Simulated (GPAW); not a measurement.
# Zr2C(OH)2 MXene monolayer: work function by functional and basis, part 2 of 2

Aim: the work function of both faces of Zr2C(OH)2 MXene monolayer, and its spread over functionals and bases.

GPAW 26.7.0; GPAW, PAW setups; layer in a repeated cell with vacuum, relaxation of atoms and in-plane cell (the session's first sound run).

So far, upper work function (eV): step 3 (plane waves, PBE) 2.10; step 4 (revPBE) 1.94; step 5 (RPBE) 1.97.

### 6. Self-consistent run: xc = "LDA"

Level of this step: GPAW, PAW setups; slab in vacuum (GPAW).

The same geometry under LDA, to see how far the functional moves the levels against the vacuum.

Input file run.py:

```python
import json
import numpy as np
from ase import Atoms
from gpaw import GPAW, PW

slab = Atoms(
    ['H', 'O', 'Zr', 'C', 'Zr', 'O', 'H'],
    positions=[
        [0.00000, 1.89192, 9.00000],
        [0.00000, 1.89192, 9.97622],
        [1.63844, 0.94595, 11.33937],
        [-0.00000, -0.00000, 12.59094],
        [0.00000, 1.89192, 13.84251],
        [1.63844, 0.94595, 15.20567],
        [1.63844, 0.94595, 16.18189]],
    cell=[[3.27688, -0.0, 0.0], [-1.63844, 2.83787, 0.0], [0.0, 0.0, 25.1819]],
    pbc=[True, True, False])

slab.calc = GPAW(mode=PW(500), xc='LDA', kpts={'size': (12, 12, 1), 'gamma': True},
                 occupations={'name': 'fermi-dirac', 'width': 0.05}, nbands='160%',
                 convergence={'density': 1e-05}, maxiter=200,
                 poissonsolver={'dipolelayer': 'xy'},
                 symmetry={'tolerance': 1e-3}, txt='slab.txt')
result = {}
energy = slab.get_potential_energy()
fermi = slab.calc.get_fermi_level()
v = slab.calc.get_electrostatic_potential().mean((0, 1)) - fermi
n = slab.calc.get_pseudo_density().mean((0, 1))
L = slab.cell[2, 2]
z = np.arange(len(v)) * L / len(v)
low, high = slab.positions[:, 2].min(), slab.positions[:, 2].max()
below, above = np.interp([low - 6.8, high + 6.8], z, v)
slopes = [np.interp(x, z, np.gradient(v, z)) for x in (low - 6.8, high + 6.8)]
eps = np.array([[slab.calc.get_eigenvalues(k, s) for k in range(len(slab.calc.get_ibz_k_points()))]
                for s in range(slab.calc.get_number_of_spins())]) - fermi
top, bottom = eps[eps < 0].max(), eps[eps > 0].min()
dipole = slab.get_dipole_moment()[2]
print(f'energy {energy:.4f} eV, Fermi level {fermi:.4f} eV, dipole {dipole:.5f} e A')
print(f'potential 6.8 A off the faces, from the Fermi level: lower {below:.4f} eV, upper {above:.4f} eV')
print(f'slope of the potential there: lower {slopes[0]:.5f}, upper {slopes[1]:.5f} eV/A')
print(f'nearest levels on the mesh: {top:.4f} and {bottom:.4f} eV')
print('magnetic moment', round(slab.get_magnetic_moment(), 3))
result.update(energy=energy, fermi=fermi, dipole=dipole, below=below, above=above, slopes=slopes, edges=[top, bottom],
              z=z.tolist(), v=v.tolist(), n=n.tolist(), positions=slab.positions.tolist(),
              forces=slab.get_forces(apply_constraint=False).tolist(), moments=slab.get_magnetic_moments().tolist())
json.dump(result, open('result.json', 'w'))
```

On the command line:

```console
$ OMP_NUM_THREADS=1 OPENBLAS_NUM_THREADS=1 python run.py
```

Log:

```text
energy -55.0031 eV, Fermi level 1.2338 eV, dipole -0.00025 e A
potential 6.8 A off the faces, from the Fermi level: lower 2.3278 eV, upper 2.3327 eV
slope of the potential there: lower -0.00072, upper 0.00072 eV/A
nearest levels on the mesh: -0.0051 and 0.0097 eV
magnetic moment 0.0
```

The job ended after 69 s (1 thread of Intel Xeon Platinum 8488C (Sapphire Rapids), shared host; peak memory 0.3 GiB).

This step gave:

- dipole along the normal: -2.47e-4 e·Å
- levels nearest the Fermi level on the mesh: -0.005111, 0.009666 eV from the Fermi level
- upper work function: 2.333 eV
- lower work function: 2.328 eV

Table of electrostatic potential energy of an electron (without an applied field's), less the Fermi level, planar mean by z:

z (Å), electrostatic potential energy of an electron (without an applied field's), less the Fermi level, planar mean (eV) and a bar from the least value:
```
      0.0        2.3 ##############################
      0.5        2.3 ##############################
      1.0        2.3 ##############################
      1.5        2.3 ##############################
      2.0        2.3 ##############################
      2.5        2.3 ##############################
      3.0        2.3 ##############################
      3.5        2.3 ##############################
      4.0        2.3 ##############################
      4.5        2.3 ##############################
      5.0        2.3 ##############################
      5.5        2.3 ##############################
      6.0        2.3 ##############################
      6.5        2.2 ##############################
      7.0        2.1 ##############################
      7.5        1.9 #############################
      8.0        1.5 #############################
      8.5        0.8 ############################
      9.0       -0.8 ##########################
      9.5       -0.9 ##########################
     10.0       -9.4 ###############
     10.5       -5.9 ###################
     11.0      -16.5 #####
     11.5      -20.4 
     12.0       -8.7 ################
     12.5      -10.4 #############
     13.0       -7.4 #################
     13.5      -16.1 ######
     14.0      -20.7 
     14.5       -8.4 ################
     15.0       -7.6 #################
     15.5       -3.8 ######################
     16.0       -0.3 ###########################
     16.5        0.2 ###########################
     17.0        1.3 #############################
     17.5        1.8 #############################
     18.0        2.0 ##############################
     18.5        2.2 ##############################
     19.0        2.2 ##############################
     19.5        2.3 ##############################
     20.0        2.3 ##############################
     20.5        2.3 ##############################
     21.0        2.3 ##############################
     21.5        2.3 ##############################
     22.0        2.3 ##############################
     22.5        2.3 ##############################
     23.0        2.3 ##############################
     23.5        2.3 ##############################
     24.0        2.3 ##############################
     24.5        2.3 ##############################
     25.0        2.3 ##############################
```

The upper face's work function is 2.333 eV, against 2.104 eV in the first plane-wave PBE run at this geometry.

### 7. Self-consistent run: xc = "vdW-DF2"

The same geometry under vdW-DF2, to see how far the functional moves the levels against the vacuum (the van der Waals functionals take revPBE setups).

run.py: that of step 6 with these lines changed.

```diff
@@ -18,3 +18,3 @@
 
-slab.calc = GPAW(mode=PW(500), xc='LDA', kpts={'size': (12, 12, 1), 'gamma': True},
+slab.calc = GPAW(mode=PW(500), xc='vdW-DF2', kpts={'size': (12, 12, 1), 'gamma': True},
                  occupations={'name': 'fermi-dirac', 'width': 0.05}, nbands='160%',
```

Log:

```text
energy -236.5020 eV, Fermi level 1.0386 eV, dipole -0.00025 e A
potential 6.8 A off the faces, from the Fermi level: lower 2.7794 eV, upper 2.7843 eV
slope of the potential there: lower -0.00168, upper 0.00168 eV/A
nearest levels on the mesh: -0.0002 and 0.0158 eV
magnetic moment 0.0
```

The job ended after 91 s (1 thread; peak memory 0.53 GiB).

This step gave:

| Item | Value |
| --- | --- |
| dipole along the normal | -2.48e-4 e·Å |
| levels nearest the Fermi level on the mesh | -1.85e-4, 0.01575 eV from the Fermi level |
| upper work function | 2.784 eV |
| lower work function | 2.779 eV |

The electrostatic potential energy of an electron (without an applied field's), less the Fermi level, planar mean oscillates, so the rows of the table below give means over windows of 1.77 Å about each position, cut where the curve ends. Its maxima inside the range that stand out by 2 % of the span (Å: eV): 9.3: 0.0198, 10.4: -6.00, 12.2: -7.82, 13.0: -7.82, 14.7: -5.99, 15.9: 0.0245. Its minima: 9.0: -0.703, 10.0: -9.61, 11.4: -22.6, 12.6: -11.3, 13.8: -22.6, 15.2: -9.61, 16.2: -0.698.

The electrostatic potential energy of an electron (without an applied field's), less the Fermi level, planar mean by z; means over each step:

| z (Å) | electrostatic potential energy of an electron (without an applied field's), less the Fermi level, planar mean (eV) |
| --- | --- |
| 0.89 | 2.78 |
| 2.66 | 2.78 |
| 4.43 | 2.76 |
| 6.20 | 2.65 |
| 7.97 | 1.68 |
| 9.74 | -4.25 |
| 11.51 | -14.6 |
| 13.28 | -14.2 |
| 15.05 | -6.96 |
| 16.82 | 1.04 |
| 18.59 | 2.58 |
| 20.36 | 2.76 |
| 22.13 | 2.78 |
| 23.90 | 2.79 |

The upper face's work function is 2.784 eV, against 2.104 eV in the first plane-wave PBE run at this geometry.

### 8. OptPBE vdW: xc = "optPBE-vdW"

The same geometry under optPBE-vdW, to see how far the functional moves the levels against the vacuum (the van der Waals functionals take revPBE setups).

run.py: that of step 7 with these lines changed.

```diff
@@ -18,3 +18,3 @@
 
-slab.calc = GPAW(mode=PW(500), xc='vdW-DF2', kpts={'size': (12, 12, 1), 'gamma': True},
+slab.calc = GPAW(mode=PW(500), xc='optPBE-vdW', kpts={'size': (12, 12, 1), 'gamma': True},
                  occupations={'name': 'fermi-dirac', 'width': 0.05}, nbands='160%',
```

Log:

```text
energy -83.3562 eV, Fermi level 1.2671 eV, dipole -0.00025 e A
potential 6.8 A off the faces, from the Fermi level: lower 2.4239 eV, upper 2.4288 eV
slope of the potential there: lower -0.00101, upper 0.00101 eV/A
nearest levels on the mesh: -0.0065 and 0.0016 eV
magnetic moment 0.0
```

The job ended after 96 s (1 thread; peak memory 0.52 GiB).

This step gave:

```
levels nearest the Fermi level on the mesh : -0.006534, 0.001637 eV from the Fermi level
upper work function                        : 2.429 eV
lower work function                        : 2.424 eV
```

The upper face's work function is 2.429 eV, against 2.104 eV in the first plane-wave PBE run at this geometry.

### 9. Real-space grid: mode = "fd"

A real-space grid is a second complete basis, so it checks the plane-wave result.

run.py: that of step 8 with these lines changed.

```diff
@@ -3,3 +3,3 @@
 from ase import Atoms
-from gpaw import GPAW, PW
+from gpaw import GPAW
 
@@ -18,3 +18,3 @@
 
-slab.calc = GPAW(mode=PW(500), xc='optPBE-vdW', kpts={'size': (12, 12, 1), 'gamma': True},
+slab.calc = GPAW(mode='fd', h=0.18, xc='PBE', kpts={'size': (12, 12, 1), 'gamma': True},
                  occupations={'name': 'fermi-dirac', 'width': 0.05}, nbands='160%',
```

Log:

```text
energy -51.6335 eV, Fermi level -2.0747 eV, dipole -0.00026 e A
potential 6.8 A off the faces, from the Fermi level: lower 2.0720 eV, upper 2.0769 eV
slope of the potential there: lower -0.00045, upper 0.00045 eV/A
nearest levels on the mesh: -0.0133 and 0.0009 eV
magnetic moment 0.0
```

Wall time 3.6 min (1 thread); peak memory 0.75 GiB.

Numbers from this step:

- dipole along the normal: -2.65e-4 e·Å
- levels nearest the Fermi level on the mesh: -0.01327, 8.93e-4 eV from the Fermi level
- upper work function: 2.077 eV
- lower work function: 2.072 eV

The electrostatic potential energy of an electron (without an applied field's), less the Fermi level, planar mean oscillates, so the rows of the table below give means over windows of 1.71 Å about each position, cut where the curve ends. Its maxima inside the range that stand out by 2 % of the span (Å: eV): 9.3: -0.325, 10.4: -5.89, 12.1: -7.66, 13.0: -7.66, 14.7: -5.89, 15.9: -0.321. Its minima: 9.0: -1.18, 10.0: -9.76, 11.3: -22.4, 12.6: -11.2, 13.8: -22.4, 15.2: -9.76, 16.2: -1.18.

Table of electrostatic potential energy of an electron (without an applied field's), less the Fermi level, planar mean by z; means over each step:

```
z (Å)  electrostatic potential energy of an electron (without an applied field's), less the Fermi level, planar mean (eV)
 0.85                                                                                                                2.07
 2.56                                                                                                                2.07
 4.28                                                                                                                2.06
 5.98                                                                                                                1.98
 7.70                                                                                                                1.36
 9.41                                                                                                               -3.28
11.12                                                                                                               -14.2
12.82                                                                                                               -10.6
14.54                                                                                                               -12.4
16.25                                                                                                              -0.716
17.96                                                                                                                1.67
19.66                                                                                                                2.03
21.38                                                                                                                2.07
23.09                                                                                                                2.08
24.79                                                                                                                2.08
```

The upper face's work function is 2.077 eV, against 2.104 eV in the first plane-wave PBE run at this geometry.

### 10. Atomic orbitals: mode = "lcao"

Atom-centred orbitals end a few angstrom from the surface, which tests how much the density's tail matters.

run.py: that of step 9 with these lines changed.

```diff
@@ -18,4 +18,4 @@
 
-slab.calc = GPAW(mode='fd', h=0.18, xc='PBE', kpts={'size': (12, 12, 1), 'gamma': True},
-                 occupations={'name': 'fermi-dirac', 'width': 0.05}, nbands='160%',
+slab.calc = GPAW(mode='lcao', basis='dzp', h=0.18, xc='PBE', kpts={'size': (12, 12, 1), 'gamma': True},
+                 occupations={'name': 'fermi-dirac', 'width': 0.05}, nbands='120%',
                  convergence={'density': 1e-05}, maxiter=200,
```

Log:

```text
energy -48.9119 eV, Fermi level -0.8807 eV, dipole -0.00027 e A
potential 6.8 A off the faces, from the Fermi level: lower 0.8782 eV, upper 0.8831 eV
slope of the potential there: lower 0.00000, upper 0.00000 eV/A
nearest levels on the mesh: -0.0080 and 0.0378 eV
magnetic moment 0.0
```

Elapsed: 5.4 min, on 1 thread; peak memory 0.33 GiB.

Numbers from this step:

```yaml
levels_nearest_the_fermi_level_on_the_mesh: -0.007987, 0.03781 eV from the Fermi level
upper_work_function: 0.8831 eV
lower_work_function: 0.8782 eV
```

The electrostatic potential energy of an electron (without an applied field's), less the Fermi level, planar mean oscillates, so the rows of the table below give means over windows of 1.71 Å about each position, cut where the curve ends. Its maxima inside the range that stand out by 2 % of the span (Å: eV): 9.4: -0.399, 10.4: -5.95, 12.1: -7.75, 13.0: -7.75, 14.7: -5.95, 15.8: -0.394. Its minima: 9.0: -1.34, 10.0: -9.78, 11.3: -22.5, 12.6: -11.3, 13.8: -22.5, 15.2: -9.77, 16.2: -1.34.

The electrostatic potential energy of an electron (without an applied field's), less the Fermi level, planar mean by z; means over each step:

```
z (Å)  electrostatic potential energy of an electron (without an applied field's), less the Fermi level, planar mean (eV)
 0.85                                                                                                               0.878
 2.56                                                                                                               0.878
 4.28                                                                                                               0.878
 5.98                                                                                                               0.877
 7.70                                                                                                               0.691
 9.41                                                                                                               -3.37
11.12                                                                                                               -14.3
12.82                                                                                                               -10.7
14.54                                                                                                               -12.5
16.25                                                                                                              -0.917
17.96                                                                                                               0.828
19.66                                                                                                               0.883
21.38                                                                                                               0.883
23.09                                                                                                               0.883
24.79                                                                                                               0.883
```

The upper face's work function is 0.8831 eV, against 2.104 eV in the first plane-wave PBE run at this geometry.

### 11. Cost and result by level

Times are for 1 thread of Intel Xeon Platinum 8488C (Sapphire Rapids), shared host. Results by setting:

```csv
no.,run,upper work function (eV),lower work function (eV),time,memory (GiB)
1,pw,2.104,2.099,70 s,0.3
2,revPBE,1.945,1.940,76 s,0.3
3,RPBE,1.972,1.967,76 s,0.3
4,LDA,2.333,2.328,69 s,0.3
5,vdW DF2,2.784,2.779,91 s,0.53
6,optPBE vdW,2.429,2.424,96 s,0.52
7,fd,2.077,2.072,3.6 min,0.75
8,lcao,0.8831,0.8782,5.4 min,0.33
```

### 12. Side by side

Results and costs are gathered.

This step: comparison of work functions, dipole and cost (GPAW 26.7.0).

Ladder, by row:

| step | code | work function, upper (eV) | work function, lower (eV) | dipole (e Å) | wall time (s) | peak memory (GiB) | threads |
| --- | --- | --- | --- | --- | --- | --- | --- |
| pw | GPAW | 2.104 | 2.099 | -2.48e-4 | 70.36 | 0.3 | 1 |
| revPBE | GPAW | 1.945 | 1.94 | -2.48e-4 | 75.71 | 0.3 | 1 |
| RPBE | GPAW | 1.972 | 1.967 | -2.48e-4 | 75.98 | 0.3 | 1 |
| LDA | GPAW | 2.333 | 2.328 | -2.47e-4 | 68.97 | 0.3 | 1 |
| vdW-DF2 | GPAW | 2.784 | 2.779 | -2.48e-4 | 91.44 | 0.53 | 1 |
| optPBE-vdW | GPAW | 2.429 | 2.424 | -2.48e-4 | 95.51 | 0.52 | 1 |
| fd | GPAW | 2.077 | 2.072 | -2.65e-4 | 215.5 | 0.75 | 1 |
| lcao | GPAW | 0.8831 | 0.8782 | -2.65e-4 | 323 | 0.33 | 1 |

### 13. A changed run

One more run, with changed settings.

This step: GPAW, PAW setups; slab in vacuum (GPAW 26.7.0).

run.py: that of step 10 with these lines changed.

```diff
@@ -3,3 +3,3 @@
 from ase import Atoms
-from gpaw import GPAW
+from gpaw import GPAW, PW
 
@@ -18,5 +18,5 @@
 
-slab.calc = GPAW(mode='lcao', basis='dzp', h=0.18, xc='PBE', kpts={'size': (12, 12, 1), 'gamma': True},
-                 occupations={'name': 'fermi-dirac', 'width': 0.05}, nbands='120%',
-                 convergence={'density': 1e-05}, maxiter=200,
+slab.calc = GPAW(mode=PW(100), xc='PBE', kpts={'size': (12, 12, 1), 'gamma': True},
+                 occupations={'name': 'fermi-dirac', 'width': 0.05}, nbands='160%',
+                 convergence={'density': 1e-05}, maxiter=100,
                  poissonsolver={'dipolelayer': 'xy'},
```

Log:

```text
energy 90.4286 eV, Fermi level 1.3027 eV, dipole -0.00025 e A
potential 6.8 A off the faces, from the Fermi level: lower 3.2605 eV, upper 3.2654 eV
slope of the potential there: lower -0.04481, upper 0.04480 eV/A
nearest levels on the mesh: -0.0129 and 0.0361 eV
magnetic moment 0.0
```

Elapsed: 9.1 s, on 1 thread; peak memory 0.14 GiB.

The run finished. A setting was moved off its sound value on purpose, so it serves as a test and not as the result.

The fault put into the input: a cutoff far too low (ecut = 100).

### 14. What came out

* work function, both faces: 2.10 eV
* dipole along the normal: -2.5e-4 e Å

**Reading.** With plane waves and PBE the work function is 2.10 eV on the upper face and 2.10 eV on the lower. Over the sound runs of the table the upper face's work function spans 0.8831 (lcao) to 2.784 eV (vdW-DF2). Atomic orbitals miss the plane-wave value by -1.2 eV, since they describe the tail of the density in the vacuum poorly. The small printed dipole stands for a step of 4.8 meV from the lower to the upper face, and the probes find 4.9 meV; values this small are near the numerical noise of both. The layer's cell and atoms come from the relaxation; spin-orbit coupling and temperature are left out.

[Logs are printed without paths, hosts, clocks, repeated set-up lines and the standing remarks that a program may print on its own settings, such as how far it seeks lower states.]

[Hosts, paths, dates, database ids (printed as entryN), source tags and the programs' standing remarks are cut or masked in the printed files.]
